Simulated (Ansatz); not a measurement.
Runs of Ansatz 0.2.0 on Zn. Symmetry: Fm-3m, No. 225, cubic system. The conventional cell has a = 3.930 Å, b = 3.930 Å, c = 3.930 Å, α = 90.00°, β = 90.00°, γ = 90.00°. Zn (site symmetry m-3m) has 12 Zn at 2.78 Å as nearest neighbours. This isn't the form of Zn at room conditions, which is hcp.

| task | level | cell | k mesh | smearing | points for each segment of the path | gap on the mesh (eV) | pressure (GPa) | relaxed volume (Å³/atom) |
| --- | --- | --- | --- | --- | --- | --- | --- | --- |
| relaxation of cell and atoms | BLYP+D4 | relaxed | 12 × 12 × 12 | fermi-dirac 0.05 eV | - | none | 0.0 | 15.08 |
| single point | PBE | as given | 12 × 12 × 12 | gaussian 0.011 eV | - | none | -0.1 | - |
| relaxation of cell and atoms | PBEsol | relaxed | 12 × 12 × 12 | fermi-dirac 0.05 eV | - | none | 0.0 | 14.10 |
| band structure | RPBE | as given | 12 × 12 × 12 | fermi-dirac 0.05 eV | 14 | none | (c) | - |
| relaxation of cell and atoms | LDA | relaxed | 12 × 12 × 12 | fermi-dirac 0.05 eV | - | none | 0.0 | 13.48 |
| band structure | PBEsol | as given | 12 × 12 × 12 | fermi-dirac 0.05 eV | 14 | none | (b) | - |
| band structure | PBE | as given | 12 × 12 × 12 | fermi-dirac 0.05 eV | 14 | none | -0.2 | - |
| band structure | LDA | as given | 12 × 12 × 12 | fermi-dirac 0.05 eV | 14 | none | (d) | - |
| phonons | LDA | as given | 9 × 9 × 9 | fermi-dirac 0.05 eV | - | none | - | - |
| relaxation of cell and atoms | RPBE+D4 | relaxed | 12 × 12 × 12 | fermi-dirac 0.05 eV | - | none | 0.0 | (a) |
| relaxation of cell and atoms | BLYP+D3(BJ) | relaxed | 12 × 12 × 12 | fermi-dirac 0.05 eV | - | none | 0.0 | 14.31 |
| relaxation of cell and atoms | revPBE+D3(BJ) | relaxed | 12 × 12 × 12 | fermi-dirac 0.05 eV | - | none | 0.0 | 13.82 |

Alike in all rows: potentials or basis Ansatz PAW; no spin polarisation; cutoff (eV) 420.

Q: Fill in the values left out.

A: (a) 14.42; (b) -5.2; (c) 2.9; (d) -8.5.

Caveats: the PAW data sets come from PBE, with cores solved anew for the run's functional, which leaves a small shift of forces and pressure (some runs); the plane-wave basis is chosen anew once the cell has moved, so the energies of steps on either side of that aren't comparable (some runs); pairwise dispersion overbinds metals, which lowers pressure and volume (some runs).

A gap of «none» marks a metal or a gap under the smearing width.
